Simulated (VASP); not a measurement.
Runs of VASP 6.6.1 on C. It takes space group P6_3/mmc (No. 194, hexagonal). The conventional cell has a = 2.522 Å, b = 2.522 Å, c = 8.237 Å, α = 90.00°, β = 90.00°, γ = 120.00°. C (site symmetry 3m) is surrounded by 4 C at 1.54 Å. C (site symmetry 3m) has 4 C at 1.54 Å as nearest neighbours. This is a hexagonal form of diamond, not graphite.

```tsv
task	level	cell	cutoff (eV)	gap on the mesh (eV)	pressure (GPa)	relaxed volume (Å³/atom)
band structure	PW91	as given	520	4.46	-	-
relaxation of cell and atoms	revPBE	relaxed	600	4.50	0.0	(b)
relaxation of cell and atoms	PW91	relaxed	600	(a)	0.0	5.71
relaxation of cell and atoms	AM05	relaxed	600	4.45	0.0	5.60
relaxation of cell and atoms	BLYP	relaxed	600	(c)	0.0	5.83
```

Alike in all rows: potentials or basis VASP PAW PBE potentials, release 64 (C); no spin polarisation; k mesh 12 × 12 × 4; smearing fermi-dirac 0.05 eV.

Q: Estimate the missing entries.

A: (a) 4.57; (b) 5.76; (c) 4.81.

Caveats: the PAW data sets were made with another functional, which shifts forces and pressure a little.

A k mesh can miss the band edges.
